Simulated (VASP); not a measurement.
# Zn (P6_3/mmc) in VASP: a series of runs

One crystal, Zn, is run at these levels: LDA, AM05, PBEsol; tasks: relaxation of shape and atoms at fixed volume, relaxation of cell and atoms.

Program: VASP 6.6.1. These are calculated values, not measurements. Logs are shortened: lines on timing, memory, paths and dates and some standing lists are left out, and cuts for length are marked.

**1. The crystal as given**

The structure is hexagonal, space group P6_3/mmc (No. 194). Conventional cell: a = 2.670 Å, b = 2.670 Å, c = 4.966 Å, α = 90.00°, β = 90.00°, γ = 120.00°. Zn (site symmetry -6m2) is surrounded by 12 Zn at 2.67 to 2.92 Å.

**2. Relaxation of shape and atoms at fixed volume, LDA (a relaxed cell with its volume scaled by 1.04)**

The input, INCAR:

```
SYSTEM = Zn
  ALGO = Normal
  EDIFF = 1E-7
  EDIFFG = -0.01
  ENCUT = 600
  GGA = CA
  IBRION = 2
  ISIF = 4
  ISMEAR = 1
  LASPH = .True.
  LCHARG = .False.
  LREAL = .False.
  LWAVE = .False.
  NELM = 80
  NSW = 40
  PREC = Accurate
  SIGMA = 0.1
```

The input, KPOINTS:

```
k-points
0
Gamma
  18 18 8
  0 0 0
```

The input, POSCAR:

```
Zn                                      
1.0
    2.5925375781     -0.0000000000     -0.0000000000
   -1.2962687890      2.2452034029      0.0000000000
    0.0000000000     -0.0000000000      4.9092944658
  Zn            
     2
Direct
     0.3333333332999970    0.6666666667000030    0.2500000000000000
     0.6666666667000030    0.3333333332999970    0.7500000000000000
```

Potentials or basis: VASP PAW LDA potentials, release 64 (Zn).

Started as:

```
> cat potpaw_LDA.64/Zn/POTCAR > POTCAR
> mpirun -np 1 vasp_std > vasp.out
```

OUTCAR:

```text
SYSTEM = Zn
   EDIFF = 1E-7
   EDIFFG = -0.01
   ENCUT = 600
   GGA = CA
   IBRION = 2
   ISIF = 4
   ISMEAR = 1
   LASPH = .True.
   LREAL = .False.
   NELM = 80
   NSW = 40
   PREC = Accurate

 ion  position               nearest neighbor table
   1  0.333  0.667  0.250-   2 2.88   2 2.88   2 2.88   2 2.88   2 2.88   2 2.88
   2  0.667  0.333  0.750-   1 2.88   1 2.88   1 2.88   1 2.88   1 2.88   1 2.88

  LATTYP: Found a hexagonal cell.
 ALAT       =     2.5925375781
 C/A-ratio  =     1.8936251907

  Lattice vectors:

 A1 = (   2.5925375781,   0.0000000000,   0.0000000000)
 A2 = (  -1.2962687890,   2.2452034029,   0.0000000000)
 A3 = (   0.0000000000,   0.0000000000,   4.9092944658)

Analysis of symmetry for initial positions (statically):
=====================================================================
 Subroutine PRICEL returns:
 Original cell was already a primitive cell.

 Routine SETGRP: Setting up the symmetry group for a
 hexagonal supercell.

 Subroutine GETGRP returns: Found 24 space group operations
 (whereof 12 operations were pure point group operations)
 out of a pool of 24 trial point group operations.

The static configuration has the point symmetry D_3d.
 The point group associated with its full space group is D_6h.

Analysis of symmetry for dynamics (positions and initial velocities):
=====================================================================
 Subroutine PRICEL returns:
 Original cell was already a primitive cell.

 Routine SETGRP: Setting up the symmetry group for a
 hexagonal supercell.

 Subroutine GETGRP returns: Found 24 space group operations
 (whereof 12 operations were pure point group operations)
 out of a pool of 24 trial point group operations.

The dynamic configuration has the point symmetry D_3d.
 The point group associated with its full space group is D_6h.

 Subroutine INISYM returns: Found 24 space group operations
 (whereof 12 operations are pure point group operations),
 and found     1 'primitive' translations

----------------------------------------------------------------------------------------

                                     Primitive cell

  volume of cell :      28.5759

  direct lattice vectors                    reciprocal lattice vectors
     2.592537578  0.000000000  0.000000000     0.385722471  0.222696972  0.000000000
    -1.296268789  2.245203403  0.000000000     0.000000000  0.445393945  0.000000000
     0.000000000  0.000000000  4.909294466     0.000000000  0.000000000  0.203695257

  length of vectors
     2.592537578  2.592537578  4.909294466     0.445393945  0.445393945  0.203695257

  position of ions in fractional coordinates (direct lattice)
     0.333333333  0.666666667  0.250000000
     0.666666667  0.333333333  0.750000000

  ion indices of the primitive-cell ions
   primitive index   ion index
                 1           1
                 2           2

----------------------------------------------------------------------------------------

 KPOINTS: k-points

Automatic generation of k-mesh.
 Grid dimensions read from file:
 generate k-points for:   18   18    8

 Generating k-lattice:

  Cartesian coordinates                     Fractional coordinates (reciprocal lattice)
     0.021429026  0.012372054  0.000000000     0.055555556  0.000000000  0.000000000
     0.000000000  0.024744108  0.000000000     0.000000000  0.055555556  0.000000000
     0.000000000  0.000000000  0.025461907     0.000000000  0.000000000  0.125000000

  Length of vectors
     0.024744108  0.024744108  0.025461907

  Shift w.r.t. Gamma in fractional coordinates (k-lattice)
     0.000000000  0.000000000  0.000000000

 Subroutine IBZKPT returns following result:
 ===========================================

 Found    185 irreducible k-points:

 Following reciprocal coordinates:
            Coordinates               Weight
  0.000000  0.000000  0.000000      1.000000
  0.055556  0.000000  0.000000      6.000000
  0.111111  0.000000  0.000000      6.000000
  0.166667  0.000000  0.000000      6.000000
  0.222222  0.000000  0.000000      6.000000
  0.277778  0.000000  0.000000      6.000000
[... 16 lines left out ...]
  0.333333  0.111111  0.000000     12.000000
  0.388889  0.111111  0.000000     12.000000
 [... further k-points ...]
   k-points           NKPTS =    185   k-points in BZ     NKDIM =    185   number of bands    NBANDS=     16
   number of dos      NEDOS =    301   number of ions     NIONS =      2
   total plane-waves  NPLWV =  23040
   dimension x,y,z NGX =    24 NGY =   24 NGZ =   40
   dimension x,y,z NGXF=    48 NGYF=   48 NGZF=   80
   ions per type =               2
   NGX,Y,Z   is equivalent  to a cutoff of  15.39, 15.39, 13.55 a.u.
   NGXF,Y,Z  is equivalent  to a cutoff of  30.78, 30.78, 27.09 a.u.
 SYSTEM =  Zn
   PREC   = accura    normal or accurate (medium, high low for compatibility)
   ISTART =      0    job   : 0-new  1-cont  2-samecut
   ICHARG =      2    charge: 1-file 2-atom 10-const
   ISPIN  =      1    spin polarized calculation?
   LNONCOLLINEAR =      F non collinear calculations
   LSORBIT =      F    spin-orbit coupling
   LASPH  =      T    aspherical Exc in radial PAW
   ENCUT  =  600.0 eV  44.10 Ry    6.64 a.u.   5.18  5.18  9.81*2*pi/ulx,y,z
   NELM   =     80;   NELMIN=  2; NELMDL= -5     # of ELM steps
   EDIFF  = 0.1E-06   stopping-criterion for ELM
   LREAL  =      F    real-space projection
   EDIFFG = -.1E-01   stopping-criterion for IOM
   NSW    =     40    number of steps for IOM
   IBRION =      2    ionic relax: 0-MD 1-quasi-New 2-CG
   NFREE  =      1    steps in history (QN), initial steepest desc. (CG)
   ISIF   =      4    stress and relaxation
   ISYM   =      2    0-nonsym 1-usesym 2-fastsym
   POTIM  = 0.5000    time-step for ionic-motion
   TEBEG  =    0.0;   TEEND  =   0.0 temperature during run
   PSTRESS=    0.0 pullay stress
   NELECT =      24.0000    total number of electrons
   NUPDOWN=      -1.0000    fix difference up-down
   EMIN   =  10.00;   EMAX   =-10.00  energy-range for DOS
   EFERMI =   0.00;   METHOD = LEGACY
   ISMEAR =     1;   SIGMA  =   0.10  broadening in eV -4-tet -1-fermi 0-gaus
   EFERMI_NEDOS =   21; number of points for ismear=-14 and -15
   IALGO  =     38    algorithm
   IMIX   =      4    mixing-type and parameters
     AMIX     =   0.40;   BMIX     =  1.00
     AMIX_MAG =   1.60;   BMIX_MAG =  1.00
  volume/ion in A,a.u.               =      14.29        96.42
  Fermi-wavevector in a.u.,A,eV,Ry     =   1.544586  2.918843 32.460025  2.385745
  Thomas-Fermi vector in A             =   2.650085
   LORBIT       =      0    0 simple, 1 ext, 2 COOP (PROOUT), +10 PAW based schemes
   GGA     = CA    functional components
   LHFCALC =     F    Hartree Fock is set to
   AEXX    =    0.0000 exact exchange contribution
   IVDW    =     0    specifies the selected vdW correction
   LEPSILON=     F    determine dielectric tensor
   LRPA    =     F    only Hartree local field effects (RPA)
 conjugate gradient relaxation of ions
 non-spin polarized calculation
 Methfessel and Paxton  Order N= 1 SIGMA  =   0.10
  energy-cutoff  :      600.00
  volume of cell :       28.58
 maximum number of plane-waves:       966
 NGX is ok and might be reduce to    24
   NGX = 11   NGY = 11   NGZ = 19

--------------------------------------- Ionic step        1  -------------------------------------------

 number of electron      24.0000006 magnetization

 Free energy of the ion-electron system (eV)
  ---------------------------------------------------
  ext. energy  EPLUGINS =         0.00000000
  ---------------------------------------------------
  free energy    TOTEN  =        -3.74226912 eV

  energy without entropy =       -3.74196912  energy(sigma->0) =       -3.74216912

------------------------ aborting loop because EDIFF is reached ----------------------------------------

  FORCE on cell =-STRESS in cart. coord.  units (eV):
  Direction    XX          YY          ZZ          XY          YZ          ZX
  --------------------------------------------------------------------------------------
  -------------------------------------------------------------------------------------
  Total       -0.7811840     -0.7811840     -0.4041912     -0.0000000      0.0000000      0.0000000
  in kB      -43.7989908    -43.7989908    -22.6619674     -0.0000000      0.0000000      0.0000000
  external PRESSURE =     -36.7533164 kB  Pullay stress =       0.0000000 kB
[... 129 lines left out ...]
  energy  without entropy=       -3.7407299542  energy(sigma->0) =       -3.74089325

--------------------------------------- Ionic step        5  -------------------------------------------

 number of electron      24.0000009 magnetization

 Free energy of the ion-electron system (eV)
  ---------------------------------------------------
  ext. energy  EPLUGINS =         0.00000000
  ---------------------------------------------------
  free energy    TOTEN  =        -3.74553066 eV

  energy without entropy =       -3.74569343  energy(sigma->0) =       -3.74558492

 E-fermi :   3.3073     XC(G=0): -12.2094

 val. band max:        3.2493683952   @ k =   0.2778   0.1667   0.0000
 cond. band min:       3.3085169384   @ k =   0.0556   0.0556   0.2500
 fundamental gap:      0.0591485432
 Fermi energy:         3.3073413039

 k-point     1 :       0.0000    0.0000    0.0000
  band No.  band energies     occupation
      1      -7.5891      2.00000
      2      -5.7564      2.00000
      3      -4.9371      2.00000
      4      -4.6242      2.00000
      5      -4.6242      2.00000
      6      -4.5792      2.00000
[... 8 lines left out ...]
     15      20.0099      0.00000
     16      22.4595      0.00000
[... 420 lines left out ...]
  band No.  band energies     occupation
      1      -5.3608      2.00000
      2      -5.2656      2.00000
      3      -5.1136      2.00000
      4      -4.6498      2.00000
      5      -4.4386      2.00000
      6      -4.4262      2.00000
[... 8 lines left out ...]
     15       8.8989      0.00000
     16      10.4249      0.00000

 [... further k-points ...]
[... 5 lines left out ...]
  --------------------------------------------------------------------------------------
  -------------------------------------------------------------------------------------
  Total       -0.5256541     -0.5256541     -0.4992681     -0.0000000      0.0000000      0.0000000
  in kB      -29.4720809    -29.4720809    -27.9926838     -0.0000000      0.0000000      0.0000000
  external PRESSURE =     -28.9789485 kB  Pullay stress =       0.0000000 kB
[... 17 lines left out ...]
  FREE ENERGIE OF THE ION-ELECTRON SYSTEM (eV)
  ---------------------------------------------------
  free  energy   TOTEN  =        -3.7455306627 eV

  energy  without entropy=       -3.7456934330  energy(sigma->0) =       -3.74558492

 reached required accuracy - stopping structural energy minimisation
```

Wall time 90 s (1 thread of Intel Xeon 6975P-C (Granite Rapids), shared host); peak memory 0.21 GiB.

Results:

```yaml
Free_energy: -3.7455 eV
Energy_gained_by_relaxing: 1.6 meV/atom
Ionic_steps: 5
Pressure_after_relaxing: -2.9 GPa
Band_gap_on_the_k_mesh: none (metal or under the smearing width)
```

The path:
| step | energy change (eV) | largest force (eV/Å) | pressure (GPa) |
| --- | --- | --- | --- |
| 1 | 0.0000 | 0.0000 | -3.68 |
| 2 | -0.0018 | 0.0000 | -3.41 |
| 3 | -0.0031 | 0.0000 | -2.97 |
| 4 | 0.0013 | 0.0000 | -2.04 |
| 5 | -0.0033 | 0.0000 | -2.90 |

Final structure:
```
Zn
1.0
     2.57039    0.00000    0.00000
    -1.28520    2.22603    0.00000
     0.00000    0.00000    4.99425
Zn
2
Direct
  0.33333 0.66667 0.25000
  0.66667 0.33333 0.75000
```

**3. Relaxation of shape and atoms at fixed volume, LDA (a relaxed cell with its volume scaled by 1.06)**

INCAR is that of step 2.

KPOINTS is that of step 2.

The input, POSCAR:

```
Zn                                      
1.0
    2.6090510015     -0.0000000000     -0.0000000000
   -1.3045255007      2.2595044471      0.0000000000
    0.0000000000     -0.0000000000      4.9405647004
  Zn            
     2
Direct
     0.3333333332999970    0.6666666667000030    0.2500000000000000
     0.6666666667000030    0.3333333332999970    0.7500000000000000
```

Potentials or basis: VASP PAW LDA potentials, release 64 (Zn).

Started as:

```
> cat potpaw_LDA.64/Zn/POTCAR > POTCAR
> mpirun -np 1 vasp_std > vasp.out
```

OUTCAR:

```text
SYSTEM = Zn
   EDIFF = 1E-7
   EDIFFG = -0.01
   ENCUT = 600
   GGA = CA
   IBRION = 2
   ISIF = 4
   ISMEAR = 1
   LASPH = .True.
   LREAL = .False.
   NELM = 80
   NSW = 40
   PREC = Accurate

 ion  position               nearest neighbor table
   1  0.333  0.667  0.250-   2 2.89   2 2.89   2 2.89   2 2.89   2 2.89   2 2.89
   2  0.667  0.333  0.750-   1 2.89   1 2.89   1 2.89   1 2.89   1 2.89   1 2.89

  LATTYP: Found a hexagonal cell.
 ALAT       =     2.6090510015
 C/A-ratio  =     1.8936251908

  Lattice vectors:

 A1 = (   2.6090510015,   0.0000000000,   0.0000000000)
 A2 = (  -1.3045255007,   2.2595044471,   0.0000000000)
 A3 = (   0.0000000000,   0.0000000000,   4.9405647004)

Analysis of symmetry for initial positions (statically):
=====================================================================
 Subroutine PRICEL returns:
[... 326 lines left out ...]
  ---------------------------------------------------
  free energy    TOTEN  =        -3.73354322 eV

  energy without entropy =       -3.73350432  energy(sigma->0) =       -3.73353025

 E-fermi :   3.0990     XC(G=0): -12.1045

 val. band max:        3.0838260011   @ k =   0.0556   0.0556   0.2500
 cond. band min:       3.1231689782   @ k =   0.3333   0.1111   0.0000
 fundamental gap:      0.0393429771
 Fermi energy:         3.0989550092

 k-point     1 :       0.0000    0.0000    0.0000
  band No.  band energies     occupation
      1      -7.5808      2.00000
      2      -5.8237      2.00000
      3      -5.0291      2.00000
      4      -4.7209      2.00000
      5      -4.7209      2.00000
      6      -4.6790      2.00000
[... 433 lines left out ...]
      3      -5.1874      2.00000
      4      -4.7478      2.00000
      5      -4.5343      2.00000
      6      -4.5214      2.00000
[... 8 lines left out ...]
     15       8.6103      0.00000
     16      10.2227      0.00000

 [... further k-points ...]
[... 5 lines left out ...]
  --------------------------------------------------------------------------------------
  -------------------------------------------------------------------------------------
  Total       -0.7777037     -0.7777037     -0.7768993     -0.0000000     -0.0000000     -0.0000000
  in kB      -42.7811415    -42.7811415    -42.7368958     -0.0000000     -0.0000000     -0.0000000
  external PRESSURE =     -42.7663929 kB  Pullay stress =       0.0000000 kB
[... 17 lines left out ...]
  FREE ENERGIE OF THE ION-ELECTRON SYSTEM (eV)
  ---------------------------------------------------
  free  energy   TOTEN  =        -3.7335432161 eV

  energy  without entropy=       -3.7335043240  energy(sigma->0) =       -3.73353025

 reached required accuracy - stopping structural energy minimisation
```

It took 83 s on 1 thread of Intel Xeon 6975P-C (Granite Rapids), shared host; peak memory 0.21 GiB.

What came out:

```yaml
Free_energy: -3.7335 eV
Energy_gained_by_relaxing: 3.2 meV/atom
Ionic_steps: 5
Pressure_after_relaxing: -4.3 GPa
Band_gap_on_the_k_mesh: none (metal or under the smearing width)
```

The path:
| step | energy change (eV) | largest force (eV/Å) | pressure (GPa) |
| --- | --- | --- | --- |
| 1 | 0.0000 | 0.0000 | -5.21 |
| 2 | -0.0036 | 0.0000 | -4.86 |
| 3 | -0.0063 | 0.0000 | -4.15 |
| 4 | -0.0063 | 0.0000 | -4.34 |
| 5 | -0.0064 | 0.0000 | -4.28 |

Final structure:
```xyz
2
Lattice="2.5815 0.0000 0.0000 -1.2907 2.2356 0.0000 0.0000 0.0000 5.0467" Properties=species:S:1:pos:R:3 pbc="T T T"
Zn    0.0000    1.4904    1.2617
Zn    1.2907    0.7452    3.7851
```

**4. Relaxation of cell and atoms, AM05**

The input, INCAR:

```
SYSTEM = Zn
ALGO     = Normal         ! electronic algorithm
EDIFF    = 1E-6           ! SCF threshold, eV
EDIFFG   = -0.01          ! ionic threshold
ENCUT    = 600            ! plane-wave cutoff, eV
GGA      = AM             ! functional
IBRION   = 2              ! ionic algorithm
ISIF     = 3              ! what is computed and relaxed
ISMEAR   = 1              ! smearing method
LASPH    = .True.         ! aspherical terms in the spheres
LCHARG   = .False.        ! write CHGCAR
LREAL    = .False.        ! projectors in reciprocal space
LWAVE    = .False.        ! write WAVECAR
NELM     = 80             ! most SCF steps
NSW      = 90             ! ionic steps
PREC     = Accurate       ! precision mode
SIGMA    = 0.1            ! smearing width, eV
```

KPOINTS is that of step 3.

The input, POSCAR:

```
Zn
1.0
    2.6700000000      0.0000000000      0.0000000000
   -1.3350000000      2.3122878281      0.0000000000
    0.0000000000      0.0000000000      4.9660000000
Zn
2
Direct
    0.3333333333      0.6666666667      0.2500000000
    0.6666666667      0.3333333333      0.7500000000
```

Potentials or basis: VASP PAW PBE potentials, release 64 (Zn).

Started as:

```
> cat potpaw_PBE.64/Zn/POTCAR > POTCAR
> mpirun -np 1 vasp_std > vasp.out
```

Run time: 4.6 min. Hardware: 1 thread of Intel Xeon Platinum 8488C (Sapphire Rapids), shared host; peak memory 0.24 GiB.

It converged, with:

```
Free energy                            : -2.7504 eV
Relaxed volume                         : 14.17 Å³/atom
Relaxed cell                           : a = 2.617 Å, b = 2.617 Å, c = 4.777 Å, α = 90.00°, β = 90.00°, γ = 120.00°
Space group after relaxing (to 0.05 Å) : P6_3/mmc (No. 194)
Energy gained by relaxing              : 21.2 meV/atom
Ionic steps                            : 12
Pressure after relaxing                : 0.0 GPa
Band gap on the k mesh                 : none (metal or under the smearing width)
```

The path:
| step | energy change (eV) | largest force (eV/Å) | pressure (GPa) | volume (Å³) |
| --- | --- | --- | --- | --- |
| 1 | 0.0000 | 0.0000 | -5.57 | 30.66 |
| 2 | -0.0411 | 0.0000 | 0.46 | 28.35 |
| 3 | -0.0414 | 0.0000 | -0.03 | 28.50 |
| 4 | -0.0413 | 0.0000 | -0.12 | 28.54 |
| 5 | -0.0416 | 0.0000 | -0.20 | 28.52 |
| 6 | -0.0421 | 0.0000 | -0.15 | 28.46 |
| 7 | -0.0422 | 0.0000 | -0.19 | 28.43 |
| 8 | -0.0425 | 0.0000 | -0.12 | 28.38 |
| 9 | -0.0408 | 0.0000 | -0.05 | 28.26 |
| 10 | -0.0425 | 0.0000 | -0.10 | 28.37 |
| 11 | -0.0424 | 0.0000 | 0.21 | 28.27 |
| 12 | -0.0425 | 0.0000 | 0.01 | 28.33 |

Final structure:
```
CELL_PARAMETERS angstrom
2.61710 0.00000 0.00000
-1.30855 2.26648 0.00000
0.00000 0.00000 4.77669
ATOMIC_POSITIONS crystal
Zn 0.33333 0.66667 0.25000
Zn 0.66667 0.33333 0.75000
```

Levels at points of the mesh, in eV from the Fermi level:
| k point | band 8 | band 9 | band 10 | band 11 | band 12 | band 13 | band 14 | band 15 | band 16 |
| --- | --- | --- | --- | --- | --- | --- | --- | --- | --- |
| (0.00, 0.00, 0.00) | -7.58 | -7.58 | -7.32 | -7.32 | -4.09 | -2.88 | 14.76 | 17.90 | 17.90 |
| (0.50, 0.00, 0.00) | -7.32 | -7.14 | -7.11 | -3.28 | -2.42 | 2.81 | 3.47 | 4.54 | 5.72 |
| (0.00, 0.00, 0.50) | -7.98 | -7.42 | -7.42 | -7.42 | -7.42 | 5.03 | 5.03 | 19.33 | 19.33 |
| (0.50, 0.00, 0.50) | -7.34 | -7.12 | -7.12 | -2.26 | -2.26 | 0.10 | 0.10 | 10.73 | 10.73 |

Caveat: the PAW data sets were made with another functional, which shifts forces and pressure a little.

(Continued in part 2 of 2.)
